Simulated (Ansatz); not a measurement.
**ZrN: relaxation of cell and atoms with PBE+D4**

Crystal: ZrN.

```
Zr N
1.0
     0.00000    2.30000    2.30000
     2.30000    0.00000    2.30000
     2.30000    2.30000    0.00000
Zr N
1 1
Direct
  0.50000 0.50000 0.50000
  0.00000 0.00000 0.00000
```

- Program: Ansatz 0.2.0
- Task: relaxation of cell and atoms
- Functional: PBE
- Dispersion: D4
- Potentials or basis: all-electron LAPW, scalar-relativistic
- Basis error allowed: 0.001 eV/atom
- k mesh: 10 × 10 × 10
- Occupations: fermi-dirac, width 0.05 eV
- Spin: no spin polarisation

The relaxed volume is 11.91 Å³/atom, the relaxed cell is a = 3.230 Å, b = 3.230 Å, c = 3.230 Å, α = 60.00°, β = 60.00°, γ = 60.00° and the space group after relaxing (to 0.05 Å) is Fm-3m (No. 225). The energy gained by relaxing is 4.3 meV/atom and the ionic steps are 5. The pressure after relaxing is 0.0 GPa.

Step by step:
| step | energy change (eV) | largest force (eV/Å) | volume (Å³) |
| --- | --- | --- | --- |
| 1 | 0.0000 | 0.0000 | 24.33 |
| 2 | -0.0052 | 0.0000 | 23.50 |
| 3 | -0.0086 | 0.0000 | 23.83 |
| 4 | -0.0087 | 0.0000 | 23.82 |
| 5 | -0.0087 | 0.0000 | 23.82 |

Final structure:
```
CELL_PARAMETERS angstrom
0.00000 2.28360 2.28360
2.28360 0.00000 2.28360
2.28360 2.28360 0.00000
ATOMIC_POSITIONS crystal
Zr 0.50000 0.50000 0.50000
N 0.00000 0.00000 0.00000
```

It took 28 s on 1 thread of Arm Neoverse V1, with other jobs on the host, peak memory 0.3 GiB.
